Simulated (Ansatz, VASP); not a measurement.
One calculation of AlN, two programs

```xyz
2
Lattice="0.0000 1.8126 2.5631 1.8126 0.0000 2.5631 1.8126 1.8126 0.0000" Properties=species:S:1:pos:R:3 pbc="T T T"
Al    1.8126    1.8126    2.5631
N     0.0000    0.0000    0.0000
```

Alike in both runs: task single point; functional r2SCAN; k mesh 10 × 10 × 10; occupations gaussian, width 0.05 eV; no spin polarisation.

|  | VASP | Ansatz |
| --- | --- | --- |
| version | VASP 6.6.1 | Ansatz 0.2.0 |
| potentials or method | VASP PAW PBE potentials, release 64 (Al, N) | scalar-relativistic, plane waves, PAW |
| plane-wave cutoff (eV) | 520 | 500 |
| valence electrons in the cell | 8 | 8 |

Ansatz gave:

```
gap on the k mesh at the Fermi level (eV) : 4.65
least direct gap on the mesh (eV)         : 4.67
```

Estimate VASP's values.

gap on the k mesh at the Fermi level (eV): 4.64; least direct gap on the mesh (eV): 4.67.

 A k mesh can miss the band edges. r2SCAN opens gaps a little over a GGA but as a rule still falls short of measured ones.
